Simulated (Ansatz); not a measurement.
# C41O: the cost of one run

Computed with Ansatz 0.2.0 (DFT PBE+D3(BJ), scalar-relativistic, plane waves, PAW, unless a step's input says otherwise).

10 further runs of the same task are left out: 10 set aside as unsound or not needed. Runs told in other sessions of the task aren't counted.

## Step 1: The structure to begin with

The structure is trigonal, space group R-3m (No. 166). The conventional cell has a = 2.465 Å, b = 2.465 Å, c = 10.075 Å, α = 90.00°, β = 90.00°, γ = 120.00°. Around C (site symmetry 3m) lie 3 C at 1.42 Å.

Coordinates:

```xyz
2
Lattice="1.2325 0.7116 3.3582 -1.2325 0.7116 3.3582 0.0000 -1.4231 3.3582" Properties=species:S:1:pos:R:3 pbc="T T T"
C     0.0000    0.0000    1.6785
C     0.0000    0.0000    8.3962
```

This cell was relaxed beforehand with the same method: volume 8.84 Å³/atom, gap on the mesh 0.65 eV.

## Step 2: The grid

Atoms count from 1 in the order of the input.

CO (O end down) is moved over the surface cell at a fixed height above a rigid substrate; the origin of the map has the adsorbate above C33; the height is held at 3.60 Å.

The axes are (1) position of O41 along the first surface vector, from above C33: 4 values from 0.00 to 0.75, periodic; (2) position of O41 along the second surface vector, from above C33: 4 values from 0.00 to 0.75, periodic.

Nothing else is relaxed. Points are written as (first, second).

The two vectors of the plane (Å): (3.647, 0.000, 0.000); (-1.666, 3.931, 0.000).

## Step 3: Grid point (0/4, 0/4) of the map's two axes

A dipole layer in the vacuum cancels the field that periodic copies would set up if the slab's two faces differ.

File input.yaml:

```yaml
crystal:
  lattice:
    - [7.294648438, 0.0, 0.0]
    - [-3.3317658956, 7.8620301879, 0.0]
    - [0.0, 0.0, 23.5809581752]
  atoms:
    - { symbol: C, position: [0.250089967, 0.1666966556, 0.1696283913] }
    - { symbol: C, position: [0.250089967, 0.6666966556, 0.1696283913] }
    - { symbol: C, position: [0.750089967, 0.1666966556, 0.1696283913] }
    - { symbol: C, position: [0.750089967, 0.6666966556, 0.1696283913] }
    - { symbol: C, position: [0.2499100331, 0.3333033444, 0.1696283913] }
    - { symbol: C, position: [0.2499100331, 0.8333033444, 0.1696283913] }
    - { symbol: C, position: [0.749910033, 0.3333033444, 0.1696283913] }
    - { symbol: C, position: [0.7499100331, 0.8333033444, 0.1696283913] }
    - { symbol: C, position: [0.250089967, 0.4166966557, 0.2218942371] }
    - { symbol: C, position: [0.250089967, 0.9166966557, 0.2218942371] }
    - { symbol: C, position: [0.750089967, 0.4166966557, 0.2218942371] }
    - { symbol: C, position: [0.750089967, 0.9166966557, 0.2218942371] }
    - { symbol: C, position: [0.2499100331, 0.0833033444, 0.2218942371] }
    - { symbol: C, position: [0.2499100331, 0.5833033444, 0.2218942371] }
    - { symbol: C, position: [0.7499100331, 0.0833033444, 0.2218942371] }
    - { symbol: C, position: [0.7499100331, 0.5833033444, 0.2218942371] }
    - { symbol: C, position: [0.2500106167, 0.167658483, 0.2741412246] }
    - { symbol: C, position: [0.2500106167, 0.667658483, 0.2741412246] }
    - { symbol: C, position: [0.7500106167, 0.167658483, 0.2741412246] }
    - { symbol: C, position: [0.7500106167, 0.667658483, 0.2741412246] }
    - { symbol: C, position: [0.2499893833, 0.332341517, 0.2741412246] }
    - { symbol: C, position: [0.2499893833, 0.832341517, 0.2741412246] }
    - { symbol: C, position: [0.7499893833, 0.332341517, 0.2741412246] }
    - { symbol: C, position: [0.7499893833, 0.832341517, 0.2741412246] }
    - { symbol: C, position: [0.2500643134, 0.4183240205, 0.326619241] }
    - { symbol: C, position: [0.2500643134, 0.9183240205, 0.326619241] }
    - { symbol: C, position: [0.7500643134, 0.4183240205, 0.326619241] }
    - { symbol: C, position: [0.7500643134, 0.9183240205, 0.326619241] }
    - { symbol: C, position: [0.2499356866, 0.0816759795, 0.326619241] }
    - { symbol: C, position: [0.2499356866, 0.5816759795, 0.326619241] }
    - { symbol: C, position: [0.7499356866, 0.0816759795, 0.326619241] }
    - { symbol: C, position: [0.7499356866, 0.5816759795, 0.326619241] }
    - { symbol: C, position: [0.2498811853, 0.1772167639, 0.3744953072] }
    - { symbol: C, position: [0.2498811853, 0.6772167639, 0.3744953072] }
    - { symbol: C, position: [0.7498811853, 0.1772167639, 0.3744953072] }
    - { symbol: C, position: [0.7498811853, 0.6772167639, 0.3744953072] }
    - { symbol: C, position: [0.2501188147, 0.3227832361, 0.3744953072] }
    - { symbol: C, position: [0.2501188147, 0.8227832361, 0.3744953072] }
    - { symbol: C, position: [0.7501188147, 0.3227832361, 0.3744953072] }
    - { symbol: C, position: [0.7501188147, 0.8227832361, 0.3744953072] }
    - { symbol: O, position: [0.2498811853, 0.1772167639, 0.5271608593] }
    - { symbol: C, position: [0.2498811853, 0.1772167639, 0.5759290218] }
basis:
  ecutwfc: 420
kpoints:
  mp_grid: { grid: [4, 4, 1] }
hamiltonian:
  xc: pbe
  pseudopotentials: { kind: paw, azcp: { folder: soft_1 } }
  dispersion: d3bj
scf:
  occupations: { method: gaussian, width: 0.05 }
output:
  forces: true
  eigenvalues: true
  write_density: true
  write_potential: true
  elf: true
  volumetric_format: npy
efield:
  axis: 3
  dipole_correction: true
  ramp_width: 0.04
```

The run is started by

```sh
ansatz run input.yaml --threads 4 --pin off --max-ram 12288MiB --backend cpu --events-out ev --progress --plain --runs-dir out
```

**Question.** How long does this run take on 4 threads of Arm Neoverse V2, shared host, and how much memory does it need?

About 60 s, with a peak of 3.7 GiB.
